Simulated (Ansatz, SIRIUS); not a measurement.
## One calculation of Cs, 4 ways

```xyz
1
Lattice="-3.1285 3.1285 3.1285 3.1285 -3.1285 3.1285 3.1285 3.1285 -3.1285" Properties=species:S:1:pos:R:3 pbc="T T T"
Cs    0.0000    0.0000    0.0000
```

Alike in all runs: task band structure; functional PBE; k mesh 6 × 6 × 6; occupations fermi-dirac, width 0.05 eV; no spin polarisation; no spin-orbit coupling.

| program and potentials | plane-wave cutoff (eV) | notes | band gap (eV) |
| --- | --- | --- | --- |
| SIRIUS, all-electron FP-LAPW (ZORA valence), apw+lo standard | - | - | no gap |
| SIRIUS, all-electron FP-LAPW (Koelling-Harmon valence), apw+lo standard | - | - | no gap |
| SIRIUS, all-electron FP-LAPW, apw+lo standard | - | - | no gap |
| Ansatz, all-electron LAPW, scalar-relativistic | - | - | no gap |

None finds a gap.

The functional is the same throughout but for its coding, so the spread measures potentials, basis and numerics; runs on potential files found faulty are left out.
